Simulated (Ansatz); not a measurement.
BP:

```xyz
2
Lattice="0.0000 2.2690 2.2690 2.2690 0.0000 2.2690 2.2690 2.2690 0.0000" Properties=species:S:1:pos:R:3 pbc="T T T"
P     3.4035    3.4035    3.4035
B     0.0000    0.0000    0.0000
```

Base run:

| Quantity | Value |
| --- | --- |
| Program | Ansatz 0.2.0 |
| Functional | BLYP |
| Potentials or basis | all-electron LAPW, scalar-relativistic |
| Cutoff | 283 eV |
| Density cutoff | 1131 eV |
| Basis error allowed | 0.001 eV/atom |
| k mesh | 10 × 10 × 10 |
| Occupations | fermi-dirac, width 0.05 eV |
| Spin | no spin polarisation |

Its results: band gap on the k mesh 1.51 eV, indirect (least direct gap 3.55 eV); pressure 6.1 GPa.

After a change of settings the same cell gave: band gap on the k mesh 1.19 eV, indirect (least direct gap 3.38 eV); pressure -5.2 GPa. Which change was it?
A. functional from BLYP to PBEsol; potentials or basis from all-electron LAPW, scalar-relativistic to all-electron LAPW, non-relativistic
B. functional from BLYP to LDA
C. functional from BLYP to RPBE
D. functional from BLYP to PBEsol; potentials or basis from all-electron LAPW, scalar-relativistic to all-electron PAW datasets made for the crystal

B.

LDA binds more tightly than BLYP, so the same cell stands under less pressure.

Not every run made on this cell is shown here.
